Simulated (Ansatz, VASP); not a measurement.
This is a calculation of MnSb for VASP 6.6.1.

Contents of INCAR:

```
SYSTEM = MnSb
PREC = Accurate
ENCUT = 520
EDIFF = 1E-7
ISMEAR = -1
SIGMA = 0.05
LREAL = .FALSE.
LASPH = .TRUE.
NELM = 120
ALGO = Normal
ISIF = 2
LWAVE = .FALSE.
LCHARG = .FALSE.
ISPIN = 2
MAGMOM = 0 0 4 4
LORBIT = 11
LMAXMIX = 4
GGA = PE
NBANDS = 30
```

File KPOINTS:

```
Automatic mesh
0
G
  7 7 5
  0 0 0
```

POSCAR

```
MnSb
1.0
    4.1774842447      0.0000000000      0.0000000000
   -2.0887421223      3.6178074798      0.0000000000
    0.0000000000      0.0000000000      5.8182792613
Sb Mn
2 2
Direct
    0.6666666667      0.3333333333      0.7500000000
    0.3333333333      0.6666666667      0.2500000000
    0.0000000000      0.0000000000      0.5000000000
    0.0000000000      0.0000000000      0.0000000000
```

Potentials or basis: VASP PAW PBE potentials, release 64 (Sb, Mn_pv).

Launch:

```sh
$ cat potpaw_PBE.64/Sb/POTCAR potpaw_PBE.64/Mn_pv/POTCAR > POTCAR
$ mpirun -np 1 vasp_std > vasp.out
```

Question: Translate it to Ansatz 0.2.0. Potentials there: Ansatz PAW.

Answer: As run (the cutoff follows the program's own potentials):

Contents of input.yaml:

```yaml
crystal:
  lattice:
    - [4.1774842447, 0.0, 0.0]
    - [-2.0887421223, 3.6178074798, 0.0]
    - [0.0, 0.0, 5.8182792613]
  atoms:
    - { symbol: Sb, position: [0.6666666667, 0.3333333333, 0.75] }
    - { symbol: Sb, position: [0.3333333333, 0.6666666667, 0.25] }
    - { symbol: Mn, position: [0.0, 0.0, 0.5], spin: 4.0 }
    - { symbol: Mn, position: [0.0, 0.0, 0.0], spin: 4.0 }
hamiltonian:
  xc: pbe
  pseudopotentials: { kind: paw }
magnetization:
  spin_polarized: true
kpoints:
  mp_grid: { grid: [7, 7, 5] }
scf:
  occupations: { method: fermi_dirac, width: 0.05 }
output:
  forces: true
  stress: true
  eigenvalues: true
```

Potentials or basis: Ansatz PAW.

Run with:

```bash
$ ansatz run input.yaml --threads 1 --pin off --max-ram 3584MiB --backend cpu --events-out ev --progress --plain --runs-dir out
```

Both were run:

|  | VASP | Ansatz | Ansatz less VASP |
| --- | --- | --- | --- |
| gap on the k mesh at the Fermi level (eV) | none | none | - |
| pressure (GPa) | -4.0 | -4.0 | +0.02 |
| largest component of the traceless stress (GPa) | 0.58 | 0.58 | -0.002 |
| net moment per atom (μB) | 1.71 | 1.71 | +0.001 |
| size of the moment on the site where the two differ most (μB) | 3.46 | 3.50 | +0.041 |

Site moments also hang on the region over which each program counts them. A gap of «none» marks a metal or a gap that the smearing closes. The functional is the same, so the differences come from potentials, cutoffs and numerics. The two sets of potentials don't hold the same shells in valence.

Caveats: only a ferromagnetic start was run, and an antiferromagnetic order may lie lower in energy. Spin-orbit coupling is left out, which matters for the levels of Sb.
